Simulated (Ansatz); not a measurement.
# Mg: the cost of one run

Computed with Ansatz 0.2.0 (DFT PBEsol, scalar-relativistic, plane waves, PAW, unless a step's input says otherwise).

**1. Starting point**

Symmetry: P6/mmm, No. 191, hexagonal system. The conventional cell has a = 3.050 Å, b = 3.050 Å, c = 3.045 Å, α = 90.00°, β = 90.00°, γ = 120.00°. Around Mg (site symmetry 6/mmm) lie 8 Mg at 3.04 to 3.05 Å.

As a file:

```cif
data_structure
_symmetry_space_group_name_H-M 'P6/mmm'
_symmetry_Int_Tables_number 191
_cell_length_a 3.0503
_cell_length_b 3.0503
_cell_length_c 3.0448
_cell_angle_alpha 90.000
_cell_angle_beta 90.000
_cell_angle_gamma 120.000
_cell_volume 24.53
loop_
_atom_site_label
_atom_site_type_symbol
_atom_site_symmetry_multiplicity
_atom_site_Wyckoff_symbol
_atom_site_fract_x
_atom_site_fract_y
_atom_site_fract_z
_atom_site_occupancy
Mg1 Mg 1 a 0.00000 0.00000 0.00000 1
```

The structure comes from the Materials Project (structure only).

**2. A distortion that keeps the symmetry**

The change: strain xx, yy, zz, yz, xz, xy = +0.5, +0.5, +9.5, +0.0, +0.0, +0.0 %.

input.yaml reads:

```yaml
crystal:
  lattice:
    - [3.0658563295, 0.0, 0.0]
    - [-1.5329281648, 2.6551094657, 0.0]
    - [0.0, 0.0, 3.3344016229]
  atoms:
    - { symbol: Mg, position: [0.0, 0.0, 0.0] }
basis:
  ecutwfc: 420
kpoints:
  mp_grid: { grid: [15, 15, 12] }
hamiltonian:
  xc: pbesol
scf:
  occupations: { method: gaussian, width: 0.1 }
output:
  forces: true
  stress: true
  eigenvalues: true
  populations: true
```

Run with:

```sh
$ ansatz run input.yaml --threads 1 --pin off --max-ram 1331MiB --backend cpu --events-out ev --progress --plain --runs-dir out
```

Q: Estimate wall time and peak memory on 1 thread of an x86-64 CPU, shared host.

About 6 s, with a peak of 0.33 GiB.
